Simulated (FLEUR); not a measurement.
# NaH under changes of volume

One of the cells (14.527 Å³/atom); the others are scaled copies at fixed shape and fractional positions:

```
Na H
1.0
     0.00000    2.44000    2.44000
     2.44000    0.00000    2.44000
     2.44000    2.44000    0.00000
Na H
1 1
Direct
  0.00000 0.00000 0.00000
  0.50000 0.50000 0.50000
```

```yaml
Program: FLEUR MaX-R8.1 (later development tree)
Functional: PBE
Potentials_or_basis: all-electron
Basis: FLAPW
Kmax: 4.1 1/bohr
k_mesh: 9 × 9 × 9
Occupations: fermi-dirac, width 0.05 eV
Spin: no spin polarisation
```

```csv
volume (Å³/atom),energy over the lowest point (meV/atom),gap on the mesh (eV)
13.655,1.06,4.13
13.946,0.07,4.09
14.236,0.00,4.05
14.527,0.76,4.01
14.817,2.27,3.98
15.108,4.47,3.94
15.398,?,?
```

Problem. What does the run at 15.398 Å³/atom give?

Solution. Energy over the lowest point 7.29 meV/atom; gap on the mesh 3.90 eV.

Worked out: A Birch-Murnaghan fit of order 3 (a polynomial in V^(-2/3)) to the other rows has its minimum at 14.11 Å³/atom with B0 = V·E''(V) = 23 GPa and B' = 3.8. It gives 7.28 meV/atom at 15.398 Å³/atom, against the run's 7.29. A straight line through the other rows of the gap, of slope -1.87 eV per unit of ln V, extrapolates to 3.90 eV, against the run's 3.90.

Energies are extrapolated to zero smearing.

Caveats: an odd mesh through Γ misses points on the zone boundary, where band edges often lie.
